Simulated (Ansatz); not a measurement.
The system is AlN.

```
CELL_PARAMETERS angstrom
0.00000 2.18399 2.18399
2.18399 0.00000 2.18399
2.18399 2.18399 0.00000
ATOMIC_POSITIONS crystal
Al 0.00000 0.00000 0.00000
N 0.25000 0.25000 0.25000
```

Measurements of this composition are mostly on another form, of space group No. 186.

Base run:

* Program: Ansatz 0.2.0
* Functional: PBE
* Potentials or basis: Ansatz PAW
* Cutoff: 420 eV (not typed: the program's choice for these potentials)
* k mesh: 6 × 6 × 6
* Occupations: fermi-dirac, width 0.05 eV
* Spin: no spin polarisation

Its results: band gap on the k mesh 3.32 eV, indirect (least direct gap 4.19 eV); pressure 4.9 GPa.

Q: After a change of settings the same cell gave: band gap on the k mesh 3.90 eV, indirect (least direct gap 4.18 eV); pressure 4.9 GPa. Which change was it?
A. potentials or basis from Ansatz PAW to Ansatz PAW earlier set; cutoff from 420 eV (not typed: the program's choice for these potentials) to 900 eV (not typed: the program's choice for these potentials); k mesh from 6 × 6 × 6 to 10 × 10 × 10; valence electrons from 8 to 16
B. k mesh from 6 × 6 × 6 to 5 × 5 × 5
C. functional from PBE to HF
D. functional from PBE to BPBE; k mesh from 6 × 6 × 6 to 10 × 10 × 10

A: B.

Caveats: some runs use coarse meshes; odd divisions of the mesh miss points on the zone boundary, where band edges often lie, so the gap on the mesh can be too wide (some runs).
